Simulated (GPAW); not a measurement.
Ge, 6 atoms in the cell. The cell holds a slab with vacuum, 6 atoms: a = 3.998 Å, b = 3.998 Å, c = 22.430 Å, α = 90.00°, β = 90.00°, γ = 120.00°. The slab is cut from a database's or a generator's crystal, which needn't be the stable form of the element. The cell isn't the ideal one: the (0 0 1) slab of Ge, cut from the database cell, not relaxed.

```yaml
Program: GPAW 26.7.0
Task: single point
Functional: vdW-DF-cx
Potentials_or_basis: GPAW PAW data sets (gpaw-data 1.2.1)
Cutoff: 450 eV
Basis: pw
k_mesh: 8 × 8 × 1
Occupations: fermi-dirac, width 0.05 eV
Spin: no spin polarisation
Maxiter: 150
Dipole_layer: yes
```

Potentials or basis: GPAW PAW data sets (gpaw-data 1.2.1), pw.

Launch:

```bash
$ OMP_NUM_THREADS=1 python run.py
```

Hardware: 1 thread of Arm Neoverse V1, with other jobs on the host.

Task: How long does it take, and how much memory?

Result: It took 3.6 min on 1 thread of Arm Neoverse V1, with other jobs on the host, peak memory 0.31 GiB. Counts: scf iterations 84, plane waves 6774, bands 25, k points 10.
